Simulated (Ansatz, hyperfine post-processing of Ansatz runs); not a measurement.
# RbGdSe2: isotropic lines and sites in a paramagnetic 87Rb spectrum

Calculated values: DFT, PBEsol+U, plane-wave PAW, default files (PAW set soft_2), collinear spin, scalar-relativistic (Ansatz), contact and point-dipole shifts scaled to 320 K with Θ = 0 K (a pure Curie law); spin-only moments, above the ordering temperature.

```cif
data_structure
_symmetry_space_group_name_H-M 'P 1'
_symmetry_Int_Tables_number 1
_cell_length_a 4.2473
_cell_length_b 8.4946
_cell_length_c 8.2683
_cell_angle_alpha 75.117
_cell_angle_beta 75.117
_cell_angle_gamma 60.000
_cell_volume 246.72
loop_
_atom_site_label
_atom_site_type_symbol
_atom_site_fract_x
_atom_site_fract_y
_atom_site_fract_z
_atom_site_occupancy
Gd1 Gd 0.50000 0.25000 0.50000 1
Gd2 Gd 0.50000 0.75000 0.50000 1
Rb3 Rb 0.00000 0.00000 0.00000 1
Rb4 Rb 0.00000 0.50000 0.00000 1
Se5 Se 0.23242 0.11616 0.30283 1
Se6 Se 0.23242 0.61616 0.30283 1
Se7 Se 0.76758 0.38384 0.69717 1
Se8 Se 0.76758 0.88384 0.69717 1
```

87Rb MAS at 7.05 T (98.6 MHz), 60 kHz, 320 K; contact and dipolar shift alone, no orbital or quadrupolar part; lines under 1.5 % of the strongest are left out. NMR lines, with heights relative to the strongest:

```
position (ppm)  intensity
       -6644.3        1.6
       -6035.6        8.8
       -5426.9         55
       -4818.2        100
       -4209.5         46
       -3600.7         16
       -2992.0         49
       -2383.3         22
       -1774.6         11
       -1165.9        2.9
```

**Question.** Which lines are isotropic ones rather than spinning sidebands, and which Rb atoms give them?

Sidebands are spaced by 609 ppm (the spinning rate over the resonance of 98.6 MHz). An isotropic line need not be the tallest: it is the area-weighted centre of its own family of sidebands, and the one that stays put when the rate is changed. Isotropic shifts: -4209 ppm for atom 3 and the 1 atom equivalent to it (12 Gd through links of 94° (12) and 168° (6)), reduced anisotropy 2582 ppm.

[Logs are printed without paths, hosts, clocks, repeated set-up lines and the standing remarks that a program may print on its own settings, such as how far it seeks lower states.]

[Hosts, paths, dates, database ids (printed as entryN), source tags and the programs' standing remarks are cut or masked in the printed files.]
